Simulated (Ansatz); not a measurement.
The system is ZrS2.

```
CELL_PARAMETERS angstrom
3.69138 0.00000 0.00000
-1.84569 3.19683 0.00000
0.00000 0.00000 6.04108
ATOMIC_POSITIONS crystal
Zr 0.00000 0.00000 0.00000
S 0.33333 0.66667 0.23791
S 0.66667 0.33333 0.76209
```

The cell is a database's computed one.

```yaml
Program: Ansatz 0.2.0
Task: relaxation of cell and atoms
Functional: PBEsol
Dispersion: D4
Potentials_or_basis: Ansatz PAW
Cutoff: "420 eV (not typed: the program's choice for these potentials)"
k_mesh: 8 × 8 × 5
Occupations: fermi-dirac, width 0.05 eV
Spin: no spin polarisation
```

At the start: volume 23.76 Å³/atom.

**Question.** Where does the relaxation end?

**Answer.** It ends after 6 steps and the volume is 21.32 Å³/atom (-10.3 %); space group P-3m1 (No. 164, to 0.05 Å).

The path:
```tsv
step	energy change (eV)	largest force (eV/Å)	volume (Å³)
1	0.0000	0.1527	71.29
2	-0.0262	0.0643	62.83
3	-0.0616	0.0361	65.07
4	-0.0647	0.0190	63.95
5	-0.0648	0.0015	63.97
6	-0.0643	0.0017	63.97
```

Final structure:
```cif
data_structure
_symmetry_space_group_name_H-M 'P 1'
_symmetry_Int_Tables_number 1
_cell_length_a 3.6067
_cell_length_b 3.6067
_cell_length_c 5.6787
_cell_angle_alpha 90.000
_cell_angle_beta 90.000
_cell_angle_gamma 120.000
_cell_volume 63.97
loop_
_atom_site_label
_atom_site_type_symbol
_atom_site_fract_x
_atom_site_fract_y
_atom_site_fract_z
_atom_site_occupancy
Zr1 Zr 0.00000 0.00000 0.00000 1
S1 S 0.33333 0.66667 0.25670 1
S2 S 0.66667 0.33333 0.74330 1
```

Caveat: the plane-wave basis is chosen anew once the cell has moved, so the energies of steps on either side of that aren't comparable; the PAW data sets come from PBE, with cores solved anew for the run's functional, which leaves a small shift of forces and pressure.
